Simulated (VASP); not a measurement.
The system is In.

```
In
1.0
    -1.69471    1.69471    2.29737
     1.69471   -1.69471    2.29737
     1.69471    1.69471   -2.29737
In
1
Direct
  0.00000 0.00000 0.00000
```

```yaml
Program: VASP 6.6.1
Task: relaxation of cell and atoms
Functional: PBEsol
Potentials_or_basis: VASP PAW PBE potentials, release 64 (In)
Cutoff: 580 eV
k_mesh: 18 × 18 × 18
Occupations: gaussian, width 0.1 eV
Spin: no spin polarisation
```

At the start: pressure -1.0 GPa; volume 26.39 Å³/atom.

Question: How do energy, volume and symmetry change on relaxing?

Answer: Over 8 steps the energy falls by 3.0 meV/atom and the volume is 25.83 Å³/atom (-2.1 %); space group Fm-3m (No. 225, to 0.05 Å).

The path:
```tsv
step	energy change (eV)	largest force (eV/Å)	pressure (GPa)	volume (Å³)
1	0.0000	0.0000	-1.01	26.39
2	-0.0021	0.0000	0.05	25.76
3	-0.0021	0.0000	0.02	25.77
4	-0.0021	0.0000	0.02	25.78
5	-0.0024	0.0000	0.03	25.79
6	-0.0028	0.0000	0.01	25.81
7	-0.0029	0.0000	-0.04	25.85
8	-0.0030	0.0000	-0.02	25.83
```

Final structure:
```
In
1.0
    -1.65980    1.65980    2.34441
     1.65980   -1.65980    2.34441
     1.65980    1.65980   -2.34441
In
1
Direct
  0.00000 0.00000 0.00000
```

Caveat: the PAW data sets were made with another functional, which shifts forces and pressure a little.
